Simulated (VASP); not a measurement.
Set up this calculation in VASP 6.6.1, as the native input.

```
Task                   : relaxation of cell and atoms
Functional             : PBEsol
Potentials or basis    : VASP PAW PBE potentials, release 64 (Hg, Te)
Cutoff                 : 600 eV
k mesh                 : 10 × 10 × 10
Occupations            : gaussian, width 0.03 eV
Spin                   : no spin polarisation
Further INCAR settings : ALGO = Normal; EDIFF = 1e-07; IBRION = 2; EDIFFG = -0.005; NSW = 90; ISIF = 3
```

The structure of HgTe (Coloradoite) lies in POSCAR:

```
HgTe                                    
1.0
    0.0000000000      3.2580088205      3.2580088205
    3.2580088205      0.0000000000      3.2580088205
    3.2580088205      3.2580088205     -0.0000000000
  Hg              Te            
     1     1
Direct
     0.0000000000000000    0.0000000000000000    0.0000000000000000
     0.2500000000000000    0.2500000000000000    0.2500000000000000
```

One way to write it, as run:

INCAR

```
  PREC = Accurate
  ENCUT = 600
  EDIFF = 1E-7
  ISMEAR = 0
  SIGMA = 0.03
  LREAL = F
  LASPH = T
  NELM = 80
  ALGO = Normal
  ISIF = 3
  LWAVE = F
  LCHARG = F
  GGA = PS
  IBRION = 2
  NSW = 90
  EDIFFG = -0.005
  KPAR = 4
```

KPOINTS

```
Automatic mesh
0
Gamma
  10 10 10
```

Potentials or basis: VASP PAW PBE potentials, release 64 (Hg, Te).

The run is started by

```bash
$ cat potpaw_PBE.64/Hg/POTCAR potpaw_PBE.64/Te/POTCAR > POTCAR
$ mpirun -np 4 vasp_std > vasp.out
```

It gave:

| Property | Result |
| --- | --- |
| Pressure after relaxing | 0.0 GPa |
| Band gap on the k mesh | none (metal or under the smearing width) |

Caveat: the relaxation stopped at its first step, so nothing moved; the PAW data sets were made with another functional, which shifts forces and pressure a little.

It took 18 s on 4 MPI ranks on Intel(R) Xeon(R) Platinum 8259CL CPU @ 2.50GHz (Skylake/Cascade Lake) (shared host), peak memory 0.27 GiB a rank.
